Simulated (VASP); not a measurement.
# TiTe: relaxation of cell and atoms with BLYP+D3(BJ)

TiTe:

```xyz
2
Lattice="0.0000 3.0501 3.0501 3.0501 0.0000 3.0501 3.0501 3.0501 0.0000" Properties=species:S:1:pos:R:3 pbc="T T T"
Ti    3.0501    3.0501    3.0501
Te    0.0000    0.0000    0.0000
```

The cell comes from a database or a generator and needn't be the stable form of this composition.

* Program: VASP 6.6.1
* Task: relaxation of cell and atoms
* Functional: BLYP
* Dispersion: D3(BJ)
* Potentials or basis: VASP PAW PBE potentials, release 64 (Ti_sv, Te)
* Cutoff: 600 eV
* k mesh: 8 × 8 × 8
* Occupations: fermi-dirac, width 0.05 eV
* Spin: no spin polarisation
* Further INCAR settings: ALGO = Fast; EDIFF = 1e-07; IBRION = 2; EDIFFG = -0.01; NSW = 40; ISIF = 3

```yaml
Relaxed_volume: 21.47 Å³/atom
Relaxed_cell: a = 3.931 Å, b = 3.931 Å, c = 3.931 Å, α = 60.00°, β = 60.00°, γ = 60.00°
Space_group_after_relaxing_to_0.05_Å: Fm-3m (No. 225)
Energy_gained_by_relaxing: 365.0 meV/atom
Ionic_steps: 3
Pressure_after_relaxing: 0.0 GPa
Dispersion_energy_per_atom: -1.373 eV
```

The path:
```csv
step,energy change (eV),largest force (eV/Å),pressure (GPa),volume (Å³)
1,0.0000,0.0000,-13.14,56.75
2,-0.6530,0.0000,8.13,39.71
3,-0.7299,0.0000,0.00,42.95
```

Final structure:
```
Ti Te
1.0
     0.00000    2.77953    2.77953
     2.77953    0.00000    2.77953
     2.77953    2.77953    0.00000
Ti Te
1 1
Direct
  0.50000 0.50000 0.50000
  0.00000 0.00000 0.00000
```

Levels at points of the mesh, in eV from the Fermi level:
| k point | band 6 | band 7 | band 8 | band 9 | band 10 | band 11 | band 12 | band 13 |
| --- | --- | --- | --- | --- | --- | --- | --- | --- |
| (0.00, 0.00, 0.00) | -1.33 | -1.33 | -1.33 | -0.82 | -0.82 | -0.82 | -0.52 | -0.52 |
| (0.50, 0.00, 0.00) | -7.02 | -3.96 | -3.96 | 0.33 | 0.33 | 0.67 | 2.69 | 3.67 |
| (0.50, 0.50, 0.00) | -6.02 | -3.35 | -3.35 | -2.07 | 0.01 | 0.72 | 0.72 | 0.99 |

Wall time 7 min on 1 thread of AMD EPYC 9R45 96-Core Processor (Zen 5), with other jobs on the host, peak memory 0.21 GiB.

Caveat: the volume moved by over 15 % at a fixed basis, so the end points are rough; the bands computed are all filled at some k points, so no gap is given; the PAW data sets were made with another functional, which shifts forces and pressure a little. The run has no spin-orbit coupling, so splittings on Te are missing.
